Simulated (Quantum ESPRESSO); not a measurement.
# ZnS (Wurtzite-2H) (P6_3mc) in Quantum ESPRESSO: band structure with LDA

Aim: the band structure of ZnS (Wurtzite-2H) with LDA.

Program: Quantum ESPRESSO 7.5. These are calculated values, not measurements. Logs are shortened: lines on timing, memory, paths and dates and some standing lists are left out, and cuts for length are marked.

**What was measured.**

A printed reference work, monograph reports, for a bulk crystal of ZnS at 4 K: band gap 3.911 eV (direct).

The results are compared with them further down.

## (1) The structure

The structure is hexagonal, space group P6_3mc (No. 186). The conventional cell has a = 3.811 Å, b = 3.811 Å, c = 6.234 Å, α = 90.00°, β = 90.00°, γ = 120.00°. Around Zn (site symmetry 3m) lie 4 S at 2.31 to 2.40 Å. S (site symmetry 3m) has 4 Zn at 2.31 to 2.40 Å as nearest neighbours.

## (2) Band structure, LDA

The input, pw.in:

```
&CONTROL
  calculation = 'scf'
  prefix = 'pwscf'
  outdir = './tmp'
  pseudo_dir = './pseudo'
  tprnfor = .true.
  tstress = .true.
  disk_io = 'low'
/
&SYSTEM
  ibrav = 0
  celldm(1) = 8
  nat = 4
  ntyp = 2
  ecutwfc = 56
  ecutrho = 448
  nbnd = 36
  occupations = 'smearing'
  smearing = 'fd'
  degauss = 0.00367493
/
&ELECTRONS
  conv_thr = 8d-10
  electron_maxstep = 120
  mixing_beta = 0.5
/
ATOMIC_SPECIES
Zn    65.3800 zn_lda_v1.uspp.F.UPF
S     32.0600 s_lda_v1.4.uspp.F.UPF
CELL_PARAMETERS alat
  0.9002182826186   0.0000000000000   0.0000000000000
 -0.4501091413093   0.7796119016936   0.0000000000000
  0.0000000000000   0.0000000000000   1.4725690826146
ATOMIC_POSITIONS crystal
Zn     0.6666666667    0.3333333333    0.5000000000
Zn     0.3333333333    0.6666666667    0.0000000000
S      0.6666666667    0.3333333333    0.8850000000
S      0.3333333333    0.6666666667    0.3850000000
K_POINTS automatic
8 8 5 0 0 0
```

The input, bands.in:

```
&CONTROL
  calculation = 'bands'
  prefix = 'pwscf'
  outdir = './tmp'
  pseudo_dir = './pseudo'
  disk_io = 'low'
  verbosity = 'high'
/
&SYSTEM
  ibrav = 0
  celldm(1) = 8
  nat = 4
  ntyp = 2
  ecutwfc = 56
  ecutrho = 448
  nbnd = 36
  occupations = 'smearing'
  smearing = 'fd'
  degauss = 0.00367493
/
&ELECTRONS
  conv_thr = 1d-08
  electron_maxstep = 120
  mixing_beta = 0.5
  diago_full_acc = .true.
  startingwfc = 'random'
/
ATOMIC_SPECIES
Zn    65.3800 zn_lda_v1.uspp.F.UPF
S     32.0600 s_lda_v1.4.uspp.F.UPF
CELL_PARAMETERS alat
  0.9002182826186   0.0000000000000   0.0000000000000
 -0.4501091413093   0.7796119016936   0.0000000000000
  0.0000000000000   0.0000000000000   1.4725690826146
ATOMIC_POSITIONS crystal
Zn     0.6666666667    0.3333333333    0.5000000000
Zn     0.3333333333    0.6666666667    0.0000000000
S      0.6666666667    0.3333333333    0.8850000000
S      0.3333333333    0.6666666667    0.3850000000
K_POINTS crystal
60
 0.0000000000  0.0000000000  0.0000000000 1
 0.0625000000  0.0000000000  0.0000000000 1
 0.1250000000  0.0000000000  0.0000000000 1
 0.1875000000  0.0000000000  0.0000000000 1
 0.2500000000  0.0000000000  0.0000000000 1
 0.3125000000  0.0000000000  0.0000000000 1
 0.3750000000  0.0000000000  0.0000000000 1
 0.4375000000  0.0000000000  0.0000000000 1
 0.5000000000  0.0000000000  0.0000000000 1
 0.4583333333  0.0833333333  0.0000000000 1
 0.4166666667  0.1666666667  0.0000000000 1
 0.3750000000  0.2500000000  0.0000000000 1
 0.3333333333  0.3333333333  0.0000000000 1
 0.2962962963  0.2962962963  0.0000000000 1
 0.2592592593  0.2592592593  0.0000000000 1
 0.2222222222  0.2222222222  0.0000000000 1
 0.1851851852  0.1851851852  0.0000000000 1
 0.1481481481  0.1481481481  0.0000000000 1
 0.1111111111  0.1111111111  0.0000000000 1
 0.0740740741  0.0740740741  0.0000000000 1
 0.0370370370  0.0370370370  0.0000000000 1
 0.0000000000  0.0000000000  0.0000000000 1
 0.0000000000  0.0000000000  0.1250000000 1
 0.0000000000  0.0000000000  0.2500000000 1
 0.0000000000  0.0000000000  0.3750000000 1
 0.0000000000  0.0000000000  0.5000000000 1
 0.0625000000  0.0000000000  0.5000000000 1
 0.1250000000  0.0000000000  0.5000000000 1
 0.1875000000  0.0000000000  0.5000000000 1
 0.2500000000  0.0000000000  0.5000000000 1
 0.3125000000  0.0000000000  0.5000000000 1
 0.3750000000  0.0000000000  0.5000000000 1
 0.4375000000  0.0000000000  0.5000000000 1
 0.5000000000  0.0000000000  0.5000000000 1
 0.4666666667  0.0666666667  0.5000000000 1
 0.4333333333  0.1333333333  0.5000000000 1
 0.4000000000  0.2000000000  0.5000000000 1
 0.3666666667  0.2666666667  0.5000000000 1
 0.3333333333  0.3333333333  0.5000000000 1
 0.3000000000  0.3000000000  0.5000000000 1
 0.2666666667  0.2666666667  0.5000000000 1
 0.2333333333  0.2333333333  0.5000000000 1
 0.2000000000  0.2000000000  0.5000000000 1
 0.1666666667  0.1666666667  0.5000000000 1
 0.1333333333  0.1333333333  0.5000000000 1
 0.1000000000  0.1000000000  0.5000000000 1
 0.0666666667  0.0666666667  0.5000000000 1
 0.0333333333  0.0333333333  0.5000000000 1
 0.0000000000  0.0000000000  0.5000000000 1
 0.5000000000  0.0000000000  0.5000000000 1
 0.5000000000  0.0000000000  0.3750000000 1
 0.5000000000  0.0000000000  0.2500000000 1
 0.5000000000  0.0000000000  0.1250000000 1
 0.5000000000  0.0000000000  0.0000000000 1
 0.3333333333  0.3333333333  0.0000000000 1
 0.3333333333  0.3333333333  0.1000000000 1
 0.3333333333  0.3333333333  0.2000000000 1
 0.3333333333  0.3333333333  0.3000000000 1
 0.3333333333  0.3333333333  0.4000000000 1
 0.3333333333  0.3333333333  0.5000000000 1
```

Potentials or basis: GBRV 1.5 LDA.

Command:

```
$ OMP_NUM_THREADS=1 mpirun -n 2 pw.x -nk 2 -in pw.in > pw.out
$ OMP_NUM_THREADS=1 mpirun -n 2 pw.x -nk 2 -in bands.in > bands.out
```

pw.out:

```text
This program is part of the open-source Quantum ESPRESSO suite
     for quantum simulation of materials; please cite
[... 6 lines left out ...]
     using ibrav=0 with symmetry is DISCOURAGED, use correct ibrav instead

     K-points division:     npool     =       2
     Subspace diagonalization in iterative solution of the eigenvalue problem:
     a serial algorithm will be used

     G-vector sticks info
     --------------------
     sticks:   dense  smooth     PW     G-vecs:    dense   smooth      PW
     Sum        1615     805    241                84745    29949    4723

     Using Slab Decomposition

     bravais-lattice index     =            0
     lattice parameter (alat)  =       8.0000  a.u.
     unit-cell volume          =     529.1416 (a.u.)^3
     number of atoms/cell      =            4
     number of atomic types    =            2
     number of electrons       =        52.00
     number of Kohn-Sham states=           36
     kinetic-energy cutoff     =      56.0000  Ry
     charge density cutoff     =     448.0000  Ry
     scf convergence threshold =      8.0E-10
     mixing beta               =       0.5000
     number of iterations used =            8  plain     mixing
     Exchange-correlation=  SLA  PZ   NOGX NOGC
                           (   1   1   0   0   0   0   0)

     celldm(1)=   8.000000  celldm(2)=   0.000000  celldm(3)=   0.000000
     celldm(4)=   0.000000  celldm(5)=   0.000000  celldm(6)=   0.000000

     crystal axes: (cart. coord. in units of alat)
               a(1) = (   0.900218   0.000000   0.000000 )
               a(2) = (  -0.450109   0.779612   0.000000 )
               a(3) = (   0.000000   0.000000   1.472569 )

     reciprocal axes: (cart. coord. in units 2 pi/alat)
               b(1) = (  1.110842  0.641345 -0.000000 )
               b(2) = (  0.000000  1.282689  0.000000 )
               b(3) = (  0.000000 -0.000000  0.679085 )

     PseudoPot. # 1 for Zn read from file:
     zn_lda_v1.uspp.F.UPF
     Pseudo is Ultrasoft, Zval = 20.0
     Generated by new atomic code, or converted to UPF format
     Using radial grid of  943 points,  6 beta functions with:
                l(1) =   0
                l(2) =   0
                l(3) =   1
                l(4) =   1
                l(5) =   2
                l(6) =   2
     Q(r) pseudized with  8 coefficients,  rinner =    1.100   1.100   1.100
                                                       1.100   1.100

     PseudoPot. # 2 for S  read from file:
     s_lda_v1.4.uspp.F.UPF
     Pseudo is Ultrasoft + core correction, Zval =  6.0
     Generated by new atomic code, or converted to UPF format
     Using radial grid of  907 points,  6 beta functions with:
                l(1) =   0
                l(2) =   0
                l(3) =   1
                l(4) =   1
                l(5) =   2
                l(6) =   2
     Q(r) pseudized with  8 coefficients,  rinner =    1.300   1.300   1.300
                                                       1.300   1.300

     atomic species   valence    mass     pseudopotential
     Zn               20.00    65.38000     Zn( 1.00)
     S                 6.00    32.06000     S ( 1.00)

     12 Sym. Ops. (no inversion) found ( 6 have fractional translation)

   Cartesian axes

     site n.     atom                  positions (alat units)
         1        Zn     tau(   1) = (   0.4501091   0.2598706   0.7362845  )
         2        Zn     tau(   2) = (  -0.0000000   0.5197413   0.0000000  )
         3        S      tau(   3) = (   0.4501091   0.2598706   1.3032236  )
         4        S      tau(   4) = (  -0.0000000   0.5197413   0.5669391  )

     number of k points=    30  Fermi-Dirac smearing, width (Ry)=  0.0037
                       cart. coord. in units 2pi/alat
        k(    1) = (   0.0000000   0.0000000   0.0000000), wk =   0.0062500
        k(    2) = (   0.0000000   0.0000000   0.1358171), wk =   0.0125000
        k(    3) = (   0.0000000   0.0000000   0.2716341), wk =   0.0125000
        k(    4) = (   0.0000000   0.1603362   0.0000000), wk =   0.0375000
        k(    5) = (   0.0000000   0.1603362   0.1358171), wk =   0.0750000
        k(    6) = (   0.0000000   0.1603362   0.2716341), wk =   0.0750000
[... 22 lines left out ...]
        k(   29) = (   0.2777104   0.6413447   0.1358171), wk =   0.0750000
        k(   30) = (   0.2777104   0.6413447   0.2716341), wk =   0.0750000

     Dense  grid:    84745 G-vectors     FFT dimensions: (  50,  50,  80)

     Smooth grid:    29949 G-vectors     FFT dimensions: (  36,  36,  60)

     Initial potential from superposition of free atoms

     starting charge      51.9997, renormalised to      52.0000
     Starting wfcs are   34 randomized atomic wfcs +    2 random wfcs

     Self-consistent Calculation

     iteration #  1     ecut=    56.00 Ry     beta= 0.50
     Davidson diagonalization with overlap
     ethr =  1.00E-02,  avg # of iterations =  5.0

     Threshold (ethr) on eigenvalues was too large:
     Diagonalizing with lowered threshold

     Davidson diagonalization with overlap
     ethr =  3.88E-04,  avg # of iterations =  2.1

     total energy              =    -970.84289879 Ry
     estimated scf accuracy    <       0.19434681 Ry

     iteration #  2     ecut=    56.00 Ry     beta= 0.50
     Davidson diagonalization with overlap
     ethr =  3.74E-04,  avg # of iterations =  2.0
[... 43 lines left out ...]
     total energy              =    -970.89963167 Ry
     estimated scf accuracy    <          1.7E-09 Ry

     iteration #  9     ecut=    56.00 Ry     beta= 0.50
     Davidson diagonalization with overlap
     ethr =  3.22E-12,  avg # of iterations =  4.9

     End of self-consistent calculation

          k = 0.0000 0.0000 0.0000 (  3791 PWs)   bands (ev):

  -117.6029-117.6029 -72.2361 -72.2361 -72.2360 -72.2360 -72.2360 -72.2358
    -6.6267  -5.6776   0.0477   0.0477   0.1100   0.1100   0.1219   0.5154
     0.5154   0.5962   0.5962   0.7612   1.2992   5.6838   5.6838   6.5453
     6.5453   6.5611   8.5436   9.3297  12.6755  12.6755  12.9802  14.0128
    14.0128  15.5918  16.5129  16.5129

          k = 0.0000 0.0000 0.1358 (  3772 PWs)   bands (ev):
[... 81 lines left out ...]
  -117.6029-117.6029 -72.2362 -72.2362 -72.2361 -72.2361 -72.2359 -72.2358
    -5.6850  -5.5252   0.0619   0.1033   0.2183   0.2608   0.3305   0.3459
     0.5674   0.5895   0.5973   0.6901   1.9660   2.3005   4.4590   4.8418
     5.2210   5.2684   9.9136  10.3893  11.6309  12.1069  14.6947  14.8715
    15.3798  15.7806  17.1922  18.3193

          k = 0.0000-0.6413 0.0000 (  3714 PWs)   bands (ev):

  -117.6029-117.6029 -72.2362 -72.2362 -72.2361 -72.2361 -72.2359 -72.2358
    -5.6634  -5.3326   0.0883   0.1864   0.2973   0.3444   0.3793   0.4379
     0.5676   0.6278   0.7009   0.7089   1.6257   2.2548   3.3427   4.2739
     4.9556   5.5608   9.9609  10.6267  11.5518  13.5310  13.7816  14.7955
    15.4030  17.6537  18.4163  18.8957

          k = 0.0000-0.6413 0.1358 (  3740 PWs)   bands (ev):

  -117.6029-117.6029 -72.2362 -72.2362 -72.2361 -72.2361 -72.2359 -72.2358
    -5.6287  -5.3601   0.0792   0.2012   0.2238   0.3299   0.3823   0.4454
     0.5706   0.6178   0.7183   0.7371   1.4975   2.0523   3.7792   4.3831
     5.1641   5.4177  10.0226  10.0670  12.0320  12.6925  13.8603  14.4688
    16.0219  17.4981  18.0689  19.4211

          k = 0.0000-0.6413 0.2716 (  3752 PWs)   bands (ev):

  -117.6029-117.6029 -72.2362 -72.2362 -72.2361 -72.2361 -72.2359 -72.2358
    -5.5402  -5.4370   0.0733   0.1188   0.2408   0.2905   0.3975   0.4261
     0.5803   0.5974   0.7431   0.7657   1.4643   1.6955   4.6279   4.6784
     5.0697   5.2335   9.7593  10.1493  11.5530  11.7562  14.7614  15.0519
    15.9880  16.0504  18.3777  18.8562

          k = 0.1389 0.2405 0.0000 (  3759 PWs)   bands (ev):

  -117.6029-117.6029 -72.2361 -72.2361 -72.2361 -72.2361 -72.2359 -72.2358
    -6.3163  -5.5095   0.0451   0.1043   0.1507   0.1668   0.2141   0.4833
     0.4920   0.5162   0.6065   0.8480   1.7028   3.9699   4.4785   5.0391
     6.0059   6.1667  10.2101  10.8659  11.9450  12.9150  13.4797  13.7313
    14.9753  15.0028  15.6699  16.1951
[... 107 lines left out ...]
  -117.6029-117.6029 -72.2362 -72.2362 -72.2361 -72.2361 -72.2359 -72.2358
    -5.4353  -5.3905   0.1818   0.2311   0.2374   0.2958   0.4124   0.4131
     0.5248   0.5283   0.8333   0.8790   1.6441   1.7743   3.3191   3.8067
     5.0535   5.2937  10.7962  11.1242  12.3992  12.8294  13.4987  14.0143
    15.7985  15.9906  17.2576  17.3581

     the Fermi energy is     7.5205 ev

!    total energy              =    -970.89963167 Ry
     estimated scf accuracy    <          1.2E-10 Ry
     smearing contrib. (-TS)   =      -0.00000000 Ry
     internal energy E=F+TS    =    -970.89963167 Ry

     The total energy is F=E-TS. E is the sum of the following terms:
     one-electron contribution =    -908.75977350 Ry
     hartree contribution      =     467.43261818 Ry
     xc contribution           =     -99.95741150 Ry
     ewald contribution        =    -429.61506485 Ry

     convergence has been achieved in   9 iterations

     Forces acting on atoms (cartesian axes, Ry/au):

     atom    1 type  1   force =     0.00000000    0.00000000    0.01156016
     atom    2 type  1   force =    -0.00000000   -0.00000000    0.01156016
     atom    3 type  2   force =     0.00000000   -0.00000000   -0.01156016
     atom    4 type  2   force =     0.00000000    0.00000000   -0.01156016

     Total force =     0.023120     Total SCF correction =     0.000005

     Computing stress (Cartesian axis) and pressure

          total   stress  (Ry/bohr**3)                   (kbar)     P=      -38.09
  -0.00022380  -0.00000000   0.00000000          -32.92       -0.00        0.00
  -0.00000000  -0.00022380   0.00000000           -0.00      -32.92        0.00
  -0.00000000  -0.00000000  -0.00032923           -0.00       -0.00      -48.43

=------------------------------------------------------------------------------=
   JOB DONE.
=------------------------------------------------------------------------------=
```

Run time: 2.1 min. Hardware: 2 MPI ranks of Arm Neoverse V2, shared host; peak memory 0.48 GiB.

What came out:

| Quantity | Value |
| --- | --- |
| Free energy | -13209.7624 eV |
| Pressure | -3.8 GPa |
| Largest force | 0.297 eV/Å |
| Band gap on the k mesh | 1.98 eV, direct |
| Band gap along the path | 1.98 eV, direct |

Forces in eV/Å, atoms in the order of the input:
```
Zn   0.000  0.000  0.297
Zn   0.000  0.000  0.297
S    0.000  0.000 -0.297
S    0.000  0.000 -0.297
```

Levels at the corners of the path, in eV from the valence-band top:
```csv
point,band 23,band 24,band 25,band 26,band 27,band 28,band 29,band 30
Γ,-0.88,-0.02,-0.02,0.00,1.98,2.77,6.11,6.11
M,-3.22,-2.29,-1.61,-1.00,3.40,4.07,4.99,6.97
K,-3.95,-2.26,-2.26,-2.26,4.25,5.77,5.77,7.65
Γ,-0.88,-0.02,-0.02,0.00,1.98,2.77,6.11,6.11
A,-0.47,-0.47,-0.47,-0.47,3.28,3.28,6.56,6.56
L,-1.69,-1.69,-1.56,-1.56,3.39,3.39,4.96,4.96
H,-3.18,-3.18,-1.27,-1.27,4.34,4.34,6.26,6.26
A,-0.47,-0.47,-0.47,-0.47,3.28,3.28,6.56,6.56
L,-1.69,-1.69,-1.56,-1.56,3.39,3.39,4.96,4.96
M,-3.22,-2.29,-1.61,-1.00,3.40,4.07,4.99,6.97
K,-3.95,-2.26,-2.26,-2.26,4.25,5.77,5.77,7.65
H,-3.18,-3.18,-1.27,-1.27,4.34,4.34,6.26,6.26
```

## (3) For comparison

An earlier run on the cell as given: functional PBEsol; potentials or basis GBRV 1.5 PBEsol; cutoff 762 eV; density cutoff 6095 eV; k mesh 8 × 8 × 5; occupations fermi-dirac, width 0.05 eV; no spin polarisation.

- Pressure: -1.2 GPa
- Largest force: 0.307 eV/Å
- Band gap on the k mesh: 2.11 eV, direct

## (4) How close it comes

Step 2. A measured gap of ZnS is 3.911 eV (direct; 4 K; a printed reference work, monograph); the calculated 1.98 eV misses it by -1.93 eV. The value is that of LDA, without temperature or zero-point motion. Semilocal functionals fall short of measured gaps as a rule.
